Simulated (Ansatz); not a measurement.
# BaTiO₃ under pressure: fit and missing row

BaTiO₃, Pm-3m, a = 4.019 Å. The structure is a Materials Project entry; whether it is the stable form wasn't checked. Ansatz: PBE, PAW, 420 eV, Γ-centred 8×8×8 mesh on 5 atoms, Gaussian smearing 0.02 eV; no spin polarisation. Cell and atoms are relaxed at each pressure, and no other structure is tried, so the rows at high pressure may lie past a change of phase.

| V (Å³/atom) | P (GPa) |
| --- | --- |
| ? | 90.00 |
| 10.662 | 49.94 |
| 11.542 | 25.03 |
| 12.186 | 11.95 |
| 12.683 | 4.05 |
| 12.910 | 0.97 |
| 12.986 | 0.00 |
| 13.065 | -0.98 |

Take V0 = 12.986 Å³/atom, fit the third-order Birch–Murnaghan form to the other rows, and predict the missing volume.

With the Eulerian strain f = ½[(V0/V)^(2/3) − 1] and y = P/[3f(1 + 2f)^(5/2)], the form is the line y = B0 + 1.5 B0 (B0′ − 4) f. Rows (f, y): 0.07024, 170.6; 0.04088, 167.7; 0.02165, 165.5; 0.00793, 163.7; 0.00196, 163.4; -0.00202, 163.4. Means f = 0.02344, y = 165.72; Σ(Δf)² = 0.003848, ΣΔfΔy = 0.4035; the slope is their ratio. y = 163.3 + 104.9 f GPa, so B0 = 163.3 GPa and B0′ = 4 + 2 × (104.9)/(3 × 163.3) = 4.43. P = 90.00 GPa is met at f = 0.10624 (y = 174.44), so V = V0 (1 + 2f)^(−3/2) = 9.727 Å³/atom. The run gave 9.720 Å³/atom, so the fit is 0.007 Å³/atom too high, a small miss on the scale of the series. The form still works here, 79 % of the fitted range beyond its end.

Symmetry holds off the tilts and polar distortions that many cubic perovskites undergo.